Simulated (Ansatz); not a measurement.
**SrO under changes of volume**

One of the cells (16.901 Å³/atom); the others are scaled copies at fixed shape and fractional positions:

```xyz
2
Lattice="0.0000 2.5663 2.5663 2.5663 0.0000 2.5663 2.5663 2.5663 0.0000" Properties=species:S:1:pos:R:3 pbc="T T T"
Sr    2.5663    2.5663    2.5663
O     0.0000    0.0000    0.0000
```

```yaml
Program: Ansatz 0.2.0
Functional: PBE
Potentials_or_basis: Ansatz PAW
Cutoff: "420 eV (not typed: the program's choice for these potentials)"
k_mesh: 9 × 9 × 9
Occupations: fermi-dirac, width 0.05 eV
Spin: no spin polarisation
```

```csv
volume (Å³/atom),energy over the lowest point (meV/atom),pressure (GPa),gap on the mesh (eV)
15.887,48.29,10.3,3.33
16.225,29.26,7.7,3.35
16.563,15.44,5.4,3.36
16.901,?,?,?
17.239,1.25,1.4,3.38
17.577,0.00,-0.2,3.38
17.915,2.19,-1.8,3.39
```

What does the run at 16.901 Å³/atom give?

Energy over the lowest point 6.27 meV/atom; pressure 3.3 GPa; gap on the mesh 3.37 eV.

Worked out: A Birch-Murnaghan fit of order 3 (a polynomial in V^(-2/3)) to the other rows has its minimum at 17.52 Å³/atom with B0 = V·E''(V) = 85 GPa and B' = 4.4. It gives 6.24 meV/atom at 16.901 Å³/atom, against the run's 6.27, and -dE/dV = 3.3 GPa, against 3.3. A straight line through the other rows of the gap, of slope 0.465 eV per unit of ln V, gives 3.37 eV, against the run's 3.37.

Energies are extrapolated to zero smearing.

Caveats: odd divisions of the mesh miss points on the zone boundary, where band edges often lie, so the gap on the mesh can be too wide.

A mesh can miss the band edges. Spin-orbit coupling on Sr is left out.
